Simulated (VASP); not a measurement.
**Nd: single point with RPBE**

The system is Nd.

```xyz
1
Lattice="0.0000 2.6049 2.6049 2.6049 0.0000 2.6049 2.6049 2.6049 0.0000" Properties=species:S:1:pos:R:3 pbc="T T T"
Nd    0.0000    0.0000    0.0000
```

This isn't the form of Nd at room conditions, which is double hcp.

```yaml
Program: VASP 6.6.1
Task: single point
Functional: RPBE
Potentials_or_basis: VASP PAW PBE potentials, release 64 (Nd_3), 4f in core
Cutoff: 600 eV
k_mesh: 9 × 9 × 9
Occupations: gaussian, width 0.1 eV
Spin: collinear spin, ferromagnetic start
Starting_moments: "[3.0] μB"
Further_INCAR_settings: ALGO = Fast; EDIFF = 1.00e-07; NBANDS = 16
```

The pressure is 1.6 GPa, the band gap on the k mesh is none (metal or under the smearing width) and the net moment is 0.00 μB per cell. The valence electrons inside the program's atomic spheres are Nd 8.89.

Levels at points of the mesh, in eV from the Fermi level:
Spin up:
| k point | band 3 | band 4 | band 5 | band 6 | band 7 | band 8 |
| --- | --- | --- | --- | --- | --- | --- |
| (0.00, 0.00, 0.00) | -18.65 | -18.65 | -3.97 | 1.45 | 1.45 | 1.45 |
Spin down:
```tsv
k point	band 2	band 3	band 4	band 5	band 6	band 7	band 8	band 9
(0.00, 0.00, 0.00)	-18.65	-18.65	-18.65	-3.97	1.45	1.45	1.45	3.75
```

It took 49 s on 1 thread of Intel(R) Xeon(R) Platinum 8559C (Emerald Rapids), on a shared host, peak memory 0.2 GiB.

Caveat: the magnetic or orbital state may not be the lowest; the PAW data sets were made with another functional, which shifts forces and pressure a little; spin-orbit coupling is left out, which moves the levels of the heavy elements; the 4f electrons are frozen in the core as for a trivalent ion, so they carry no moment and show no levels. The state reached can hang on the start; a lower one may exist.
